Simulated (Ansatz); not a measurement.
# Ti2C: straining the crystal, a stretch of c alone

Aim: apply a stretch of c alone to Ti2C from -3 to +2 %, where the rest of the cell is held and the atoms relax, and follow energy, stress and any gap.

Method: DFT r2SCAN, scalar-relativistic, plane waves, PAW, in Ansatz 0.2.0.

2 further runs of the same task are left out: 2 set aside as unsound or not needed.

**1. Starting point**

It takes space group R-3m (No. 166, trigonal). The conventional cell has a = 3.078 Å, b = 3.078 Å, c = 14.463 Å, α = 90.00°, β = 90.00°, γ = 120.00°. Around Ti (site symmetry 3m) lie 3 C at 2.11 Å. C (site symmetry -3m) is surrounded by 6 Ti at 2.11 Å.

As a file:

```
Ti C
1.0
     3.07796    0.00000    0.00000
    -1.53898    2.66559    0.00000
     0.00000    0.00000   14.46257
Ti C
6 3
Direct
  0.33333 0.66667 0.91188
  0.00000 0.00000 0.75479
  0.00000 0.00000 0.24521
  0.66667 0.33333 0.08812
  0.66667 0.33333 0.57855
  0.33333 0.66667 0.42145
  0.66667 0.33333 0.83333
  0.33333 0.66667 0.16667
  0.00000 0.00000 0.50000
```

It goes back to an entry of the Materials Project, which need not be the stable form.

**2. The unstrained reference**

Input file input.yaml:

```yaml
crystal:
  lattice:
    - [3.0779597717, 0.0, 0.0]
    - [-1.5389798859, 2.6655913541, 0.0]
    - [0.0, 0.0, 14.4625693677]
  atoms:
    - { symbol: Ti, position: [0.3333333333, 0.6666666667, 0.911880191] }
    - { symbol: Ti, position: [0.0, 0.0, 0.7547864757] }
    - { symbol: Ti, position: [0.0, 0.0, 0.2452135243] }
    - { symbol: Ti, position: [0.6666666667, 0.3333333333, 0.088119809] }
    - { symbol: Ti, position: [0.6666666667, 0.3333333333, 0.5785468576] }
    - { symbol: Ti, position: [0.3333333333, 0.6666666667, 0.4214531424] }
    - { symbol: C, position: [0.6666666667, 0.3333333333, 0.8333333333] }
    - { symbol: C, position: [0.3333333333, 0.6666666667, 0.1666666667] }
    - { symbol: C, position: [0.0, 0.0, 0.5] }
basis:
  ecutwfc: 500
kpoints:
  mp_grid: { grid: [12, 12, 4] }
hamiltonian:
  xc: r2scan
scf:
  occupations: { method: gaussian, width: 0.1 }
output:
  forces: true
  stress: true
  eigenvalues: true
```

Run with:

```
$ ansatz run input.yaml --threads 1 --pin off --max-ram 2560MiB --backend cpu --events-out ev --progress --plain --runs-dir out
```

The session goes on with these runs: At -1.0 %; At +1.0 %; strain -2.0 %; At +2.0 %; At -3.0 %.

Before running it: what results should come out? Wanted: (1/V) d²E/dε² at zero strain, cubic fit.

The runs gave:

```
                               quantity                   value
                    largest energy cost  9.1 meV/atom at -3.0 %
(1/V) d²E/dε² at zero strain, cubic fit                 234 GPa
```

From the curvature follows the elastic constant along c at held a and b: 234 GPa.
